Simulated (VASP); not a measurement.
Write the native input for VASP 6.6.1 that does the following.

| Quantity | Value |
| --- | --- |
| Task | relaxation of cell and atoms |
| Functional | PBE |
| Dispersion | D3(BJ) |
| Potentials or basis | VASP PAW PBE potentials, release 64 (Cu, Au) |
| Cutoff | 600 eV |
| k mesh | 10 × 10 × 10 |
| Occupations | methfessel-paxton, width 0.1 eV |
| Spin | no spin polarisation |
| Further INCAR settings | ALGO = Normal; EDIFF = 1e-06; IBRION = 2; EDIFFG = -0.01; NSW = 90; ISIF = 3 |

The structure of Cu3Au (Auricupride) lies in POSCAR:

```
Cu3Au
1.0
    3.7400000000      0.0000000000      0.0000000000
    0.0000000000      3.7400000000      0.0000000000
    0.0000000000      0.0000000000      3.7400000000
Cu Au
3 1
Direct
    0.0000000000      0.5000000000      0.5000000000
    0.5000000000      0.0000000000      0.5000000000
    0.5000000000      0.5000000000      0.0000000000
    0.0000000000      0.0000000000      0.0000000000
```

One way to write it, as run:

INCAR

```
PREC = Accurate
ENCUT = 600
EDIFF = 1E-6
ISMEAR = 1
SIGMA = 0.1
LREAL = F
LASPH = T
NELM = 80
ALGO = Normal
ISIF = 3
LWAVE = F
LCHARG = F
GGA = PE
IVDW = 12
IBRION = 2
NSW = 90
EDIFFG = -0.01
```

KPOINTS

```
Automatic mesh
0
Gamma
  10 10 10
```

Potentials or basis: VASP PAW PBE potentials, release 64 (Cu, Au).

Launch:

```bash
$ cat potpaw_PBE.64/Cu/POTCAR potpaw_PBE.64/Au/POTCAR > POTCAR
$ mpirun -np 1 vasp_std > vasp.out
```

Results of the run:

```yaml
Relaxed_volume: 12.87 Å³/atom
Relaxed_cell: a = 3.720 Å, b = 3.720 Å, c = 3.720 Å, α = 90.00°, β = 90.00°, γ = 90.00°
Space_group_after_relaxing_to_0.05_Å: Pm-3m (No. 221)
Energy_gained_by_relaxing: 1.7 meV/atom
Ionic_steps: 3
Pressure_after_relaxing: 0.0 GPa
Band_gap_on_the_k_mesh: none (metal or under the smearing width)
Dispersion_energy_per_atom: -0.611 eV
```

Caveat: pairwise dispersion overbinds metals, which lowers pressure and volume.

It took 4.3 min on 1 thread of Intel(R) Xeon(R) Platinum 8488C (Sapphire Rapids), with other jobs on the host, peak memory 0.25 GiB.
